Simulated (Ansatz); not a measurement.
**MnS in Ansatz: the effect of Hubbard term**

The system is MnS.

```
Mn S
1.0
     0.00000    2.47346    2.47346
     2.47346    0.00000    2.47346
     2.47346    2.47346    0.00000
Mn S
1 1
Direct
  0.00000 0.00000 0.00000
  0.75000 0.75000 0.75000
```

The cell is a database's computed one.

Alike in all runs:

* Program: Ansatz 0.2.0
* Task: band structure
* Functional: r2SCAN
* Potentials or basis: Ansatz PAW
* Cutoff: 500 eV (not typed: the program's choice for these potentials)
* k mesh: 9 × 9 × 9
* Occupations: fermi-dirac, width 0.05 eV
* Spin: collinear spin, ferromagnetic start
* Starting moments: [4.0, 0.0] μB
* Path: [["G", "X", "W", "K", "G", "L", "U", "W", "L", "K"], ["U", "X"]]
* Points for each segment of the path: 14
* Hubbard projectors: ortho-atomic (the default)
* Double counting: fll (the default)

```csv
Hubbard term,pressure (GPa),moment (μB)
none,33.4,3.69
Mn d U = 1 eV,43.8,4.19
Mn d U = 2 eV,49.8,4.39
Mn d U = 3 eV,57.8,4.67
Mn d U = 4 eV,?,?
Mn d U = 5 eV,68.2,4.92
Mn d U = 6 eV,71.3,4.98
Mn d U = 8 eV,75.3,5.00
```

Problem. What does the run with Hubbard term Mn d U = 4 eV give?

Solution. Pressure 64.9 GPa; moment 4.87 μB.

Worked out: A parabola through the other rows of the pressure, of slope 5.19 GPa per eV there, gives 63.3 GPa, against the run's 64.9. A parabola through the other rows of the moment, of slope 0.153 μB per eV there, gives 4.82 μB, against the run's 4.87.

Caveats: the magnetic or orbital state may not be the lowest; a pressure of tens of GPa on the cell as given is suspect, and the run, the potentials or the cell itself is likely at fault; a cell with one magnetic atom can't hold antiferromagnetic order, which such compounds often take; the PAW data sets come from PBE, with cores solved anew for the run's functional, which leaves a small shift of forces and pressure.
